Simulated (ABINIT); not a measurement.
# MgSi (P4/mmm) in ABINIT: optical spectrum with LDA

Aim: the optical spectrum of MgSi with LDA.

Program: ABINIT 10.8.3 (patched build). These are calculated values, not measurements. Logs are shortened: lines on timing, memory, paths and dates and some standing lists are left out, and cuts for length are marked. The log counts tension as positive stress, the text compression.

### Step 1. The crystal as given

The structure is tetragonal, space group P4/mmm (No. 123). The conventional cell has a = 2.908 Å, b = 2.908 Å, c = 4.103 Å, α = 90.00°, β = 90.00°, γ = 90.00°. Si (site symmetry 4/mmm) is surrounded by 8 Mg at 2.90 Å and 4 Si at 2.91 Å. Mg (site symmetry 4/mmm) has 8 Si at 2.90 Å and 4 Mg at 2.91 Å as nearest neighbours.

The cell comes from a database or a generator and needn't be the stable form of this composition.

### Step 2. Optical spectrum, LDA

run.abi

```
# Datasets
ndtset 3

# Pseudopotentials
pp_dirpath "./"
pseudos "Si.upf, Mg.upf"

# Structure
acell 2.908394 2.908394 4.103427 Angstrom
rprim
     1.0000000000     0.0000000000     0.0000000000
     0.0000000000     1.0000000000     0.0000000000
     0.0000000000     0.0000000000     1.0000000000
ntypat 2
znucl 14 12
natom 2
typat 1 2
xred
            1/2            1/2            1/2
            0.0            0.0            0.0

# Plane-wave basis
ecut 40.0

# k points
ngkpt 10 10 8
nshiftk 1
shiftk 0.5 0.5 0.5
istwfk *1

# Exchange and correlation
ixc 7

# Bands and occupations
occopt 3
tsmear 0.00183747

# SCF cycle
nstep 80

# Output
iomode 3
prteig 0
prtebands 0

# Dataset 1: ground state
nband1 11
tolvrs1 1.0e-12
prtden1 1
prtwf1 0
kptopt1 1

# Dataset 2: empty bands at fixed density
iscf2 -3
getden2 1
nband2 23
nbdbuf2 4
tolwfr2 1.0e-12
nstep2 120
prtden2 0
kptopt2 1

# Dataset 3: wave functions and velocity matrix elements in the full zone
optdriver3 8
wfk_task3 "wfk_optics_fullbz"
getwfk3 2
nband3 19
kptopt3 1
prtevk3 1
inclvkb3 2
```

optic.abi

```
&FILES
 ddkfile_1 = 'runo_DS3_1_EVK.nc',
 ddkfile_2 = 'runo_DS3_2_EVK.nc',
 ddkfile_3 = 'runo_DS3_3_EVK.nc',
 wfkfile = 'runo_DS3_WFK.nc'
/
&PARAMETERS
 broadening = 0.005512,
 domega = 0.002,
 maxomega = 0.8,
 scissor = 0.000000,
 tolerance = 0.002
/
&COMPUTATIONS
 num_lin_comp = 2,
 lin_comp = 11,33,
 num_nonlin_comp = 0
/
```

Potentials or basis: PseudoDojo NC SR LDA v0.4.1 standard.

Command:

```
> abinit run.abi > log 2>&1
> optic optic.abi > optic.log 2>&1
```

run.abo:

```text
.Version 10.8.3 of ABINIT
 DATASET    1 : space group P4/m m m (#123); Bravais tP (primitive tetrag.)
================================================================================
 Values of the parameters that define the memory need for DATASET  1.
     intxc =       0    ionmov =       0      iscf =       7    lmnmax =       6
     lnmax =       6     mgfft =      48  mpssoang =       3    mqgrid =    3001
     natom =       2  nloc_mem =       1    nspden =       1   nspinor =       1
    nsppol =       1      nsym =      16    n1xccc =    2501    ntypat =       2
    occopt =       3   xclevel =       1
       mpw =        2845          nfft =       49152          nkpt =          60
================================================================================
================================================================================
[... 13 lines left out ...]
 DATASET    3 : space group P4/m m m (#123); Bravais tP (primitive tetrag.)
================================================================================
 Values of the parameters that define the memory need for DATASET  3.
     intxc =       0    ionmov =       0      iscf =       7    lmnmax =       6
     lnmax =       6     mgfft =      48  mpssoang =       3    mqgrid =    3001
     natom =       2  nloc_mem =       1    nspden =       1   nspinor =       1
    nsppol =       1      nsym =      16    n1xccc =    2501    ntypat =       2
    occopt =       3   xclevel =       1
       mpw =        2845          nfft =       49152          nkpt =          60
================================================================================
================================================================================

--------------------------------------------------------------------------------
------------- Echo of variables that govern the present computation ------------
--------------------------------------------------------------------------------
 -outvars: echo values of preprocessed input variables --------
            acell      5.4960681262E+00  5.4960681262E+00  7.7543532077E+00 Bohr
              amu      2.80855000E+01  2.43050000E+01
             ecut      4.00000000E+01 Hartree
           getden1          0
           getden2          1
           getden3          0
           getwfk1          0
           getwfk2          0
           getwfk3          2
             iscf1          7
             iscf2         -3
             iscf3          7
              ixc           7
           jdtset        1    2    3
                       outvar_i_n : Printing only first  50 k-points.
         kptrlatt       10    0    0      0   10    0      0    0    8
          kptrlen      5.49606813E+01
            natom           2
            nband1         11
            nband2         23
            nband3         19
           nbdbuf1          0
           nbdbuf2          4
           nbdbuf3          0
           ndtset           3
[... 305 lines left out ...]
              =  2.908394000000  2.908394000000  4.103427000000 angstroms
 Eigenvalues (hartree) for nkpt=  60  k points:
 kpt#   1, nband= 23, wtk=  0.01000, kpt=  0.0500  0.0500  0.0625 (reduced coord)
  -2.54583   -1.34860   -1.34860   -1.34841   -0.17684    0.11547    0.21490    0.35354
   0.37263    0.47615    0.55726    0.64507    0.64717    0.69733    0.74900    0.77547
   0.78956    0.87248    0.88302    0.91823    1.03279    1.11681    1.13775
      occupation numbers for kpt#   1
   2.00000    2.00000    2.00000    2.00000    2.00000    2.00000    1.99556    0.00000
   0.00000    0.00000    0.00000    0.00000    0.00000    0.00000    0.00000    0.00000
   0.00000    0.00000    0.00000    0.00000    0.00000    0.00000    0.00000
 prteigrs : prtvol=0 or 1, do not print more k-points.

--- !EnergyTerms
iteration_state     : {dtset: 2, }
comment             : Components of total free energy in Hartree
kinetic             :  3.53346261204381E+01
hartree             :  2.26291323811527E+01
xc                  : -9.24759450744907E+00
Ewald energy        : -3.15444732161606E+01
psp_core            :  9.50658652648808E-01
local_psp           : -6.41411463134794E+01
non_local_psp       : -1.75185615812258E+01
internal            : -6.35373584640752E+01
'-kT*entropy'       : -2.58759680931435E-04
total_energy        : -6.35376172237562E+01
...

--- !EnergyTermsDC
iteration_state     : {dtset: 2, }
comment             : '"Double-counting" decomposition of free energy'
band_energy         : -1.28082391959495E+01
Ewald energy        : -3.15444732161606E+01
psp_core            :  9.50658652648808E-01
xc_dc               : -2.01353048014379E+01
internal            : -6.35373585608992E+01
'-kT*entropy'       : -2.58759680931435E-04
total_energy_dc     : -6.35376173205802E+01
...

================================================================================
== DATASET  3 ==================================================================

--- !DatasetInfo
iteration_state: {dtset: 3, }
dimensions: {natom: 2, nkpt: 60, mband: 19, nsppol: 1, nspinor: 1, nspden: 1, mpw: 2845, }
cutoff_energies: {ecut:  40.0, pawecutdg:  -1.0, }
electrons: {nelect:   1.40000000E+01, charge:   0.00000000E+00, occopt:   3.00000000E+00, tsmear:   1.83747000E-03, }
meta: {optdriver: 8, wfk_task: 7, }
...

 mkfilename : getwfk/=0, take file _WFK from output of DATASET   2.

 Exchange-correlation functional for the present dataset will be:
  LDA: Perdew-Wang 92 LSD fit to Ceperley-Alder data - ixc=7
  J.P.Perdew and Y.Wang, PRB 45, 13244 (1992)

--------------------------------------------------------------------------------

 Computation of velocity matrix elements (DDK)

 Parameters extracted from the Abinit header:
    ecut:     40.0
    nkpt:    800
    mband:   23
    nsppol:  1
    nspinor: 1
    useylm:  0
    inclvkb: 2
    bmin: 1, bmax: 23
    Computing diagonal and off-diagonal matrix elements
    Between band index bmin: 1, bmax: 23

== END DATASET(S) ==============================================================
================================================================================

 -outvars: echo values of variables after computation  --------
            acell      5.4960681262E+00  5.4960681262E+00  7.7543532077E+00 Bohr
           etotal1    -6.3537617321E+01
           etotal2    -6.3537617321E+01
           etotal3     0.0000000000E+00
            fcart1    -0.0000000000E+00 -0.0000000000E+00 -0.0000000000E+00
                      -0.0000000000E+00 -0.0000000000E+00 -0.0000000000E+00
            fcart3     0.0000000000E+00  0.0000000000E+00  0.0000000000E+00
                       0.0000000000E+00  0.0000000000E+00  0.0000000000E+00
           strten1     7.3373774852E-05  7.3373774852E-05  2.0507744005E-04
                       0.0000000000E+00  0.0000000000E+00  0.0000000000E+00
           strten3     0.0000000000E+00  0.0000000000E+00  0.0000000000E+00
                       0.0000000000E+00  0.0000000000E+00  0.0000000000E+00
           xangst      1.4541970000E+00  1.4541970000E+00  2.0517135000E+00
                       0.0000000000E+00  0.0000000000E+00  0.0000000000E+00
             xred      5.0000000000E-01  5.0000000000E-01  5.0000000000E-01
                       0.0000000000E+00  0.0000000000E+00  0.0000000000E+00
 Calculation completed.
```

Run time: 1.9 min. Hardware: 1 thread of Arm Neoverse V2, shared host; peak memory 0.91 GiB.

Results:

```
Free energy : -1728.9466 eV
Pressure    : -3.5 GPa
```

Stress tensor (GPa, compression positive):
```
-2.16  0.00  0.00
 0.00 -2.16  0.00
 0.00  0.00 -6.03
```

Dielectric function (mean over the directions given):
```tsv
energy (eV)	real part	imaginary part
0.33	36.37	3.40
0.76	54.06	31.30
1.31	-11.56	12.03
1.74	3.40	3.68
2.29	15.14	6.60
2.83	7.76	36.48
3.27	-3.39	18.20
3.81	-11.57	7.30
4.25	-6.41	3.01
4.79	-5.35	2.19
5.33	-2.29	2.71
5.77	-2.44	1.97
6.31	-3.68	2.93
6.75	-2.77	0.70
7.29	-1.54	0.42
7.84	-0.97	0.65
8.27	-0.86	0.58
8.82	-0.81	0.63
9.36	-0.69	0.21
9.80	-0.37	0.24
10.34	-0.33	0.20
10.78	-0.12	0.12
11.32	0.07	0.20
11.86	0.00	0.23
12.30	0.06	0.13
12.84	0.20	0.07
13.28	0.28	0.08
13.82	0.35	0.08
14.37	0.41	0.12
14.80	0.41	0.13
15.35	0.43	0.07
15.89	0.48	0.07
16.33	0.51	0.07
16.87	0.53	0.05
17.31	0.56	0.04
17.85	0.59	0.04
18.39	0.62	0.03
18.83	0.64	0.03
19.38	0.66	0.02
19.92	0.69	0.03
```

Caveat: the intraband (Drude) term is left out; spectra need much finer meshes, so this one isn't converged; independent-particle spectra lack excitons.
